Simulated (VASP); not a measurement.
Set up this calculation in VASP 6.6.1, as the native input.

```yaml
Task: relaxation of cell and atoms
Functional: PBEsol
Potentials_or_basis: VASP PAW PBE potentials, release 64 (B, N)
Cutoff: 580 eV
k_mesh: 12 × 12 × 12
Occupations: gaussian, width 0.02 eV
Spin: no spin polarisation
Further_INCAR_settings: ALGO = Fast; EDIFF = 1e-07; IBRION = 2; EDIFFG = -0.005; NSW = 90; ISIF = 3
```

The structure of BN lies in POSCAR:

```
BN
1.0
    0.0000000000      3.4953158300      2.1660912400
    1.2516321000      0.0000000000      2.1660912400
    1.2516321000      3.4953158300      0.0000000000
B N
1 1
Direct
    0.0000486500      0.0000486500      0.9999513500
    0.6666513400      0.6666513400      0.3333486600
```

Measurements of this composition are mostly on another form, of space group No. 194.

One way to write it, as run:

INCAR

```
SYSTEM = BN
ALGO = Fast
EDIFF = 1E-7
EDIFFG = -0.005
ENCUT = 580
GGA = PS
IBRION = 2
ISIF = 3
ISMEAR = 0
LASPH = .True.
LCHARG = .False.
LREAL = .False.
LWAVE = .False.
NELM = 100
NSW = 90
PREC = Accurate
SIGMA = 0.02
```

KPOINTS

```
k-points
0
Gamma
  12 12 12
  0 0 0
```

Potentials or basis: VASP PAW PBE potentials, release 64 (B, N).

Command:

```sh
$ cat potpaw_PBE.64/B/POTCAR potpaw_PBE.64/N/POTCAR > POTCAR
$ mpirun -np 1 vasp_std > vasp.out
```

It gave:

```yaml
Relaxed_volume: 9.50 Å³/atom
Relaxed_cell: a = 4.113 Å, b = 2.504 Å, c = 3.713 Å, α = 80.28°, β = 36.88°, γ = 62.84°
Space_group_after_relaxing_to_0.05_Å: Fmm2 (No. 42)
Energy_gained_by_relaxing: 0.1 meV/atom
Ionic_steps: 3
Pressure_after_relaxing: 0.0 GPa
Largest_force_after_relaxing: 0.004 eV/Å
Band_gap_on_the_k_mesh: 3.73 eV, indirect (least direct gap 4.48 eV)
```

Caveat: the PAW data sets were made with another functional, which shifts forces and pressure a little.

Run time: 42 s on 1 thread of Intel(R) Xeon(R) 6975P-C (Granite Rapids) (shared host), peak memory 0.18 GiB.
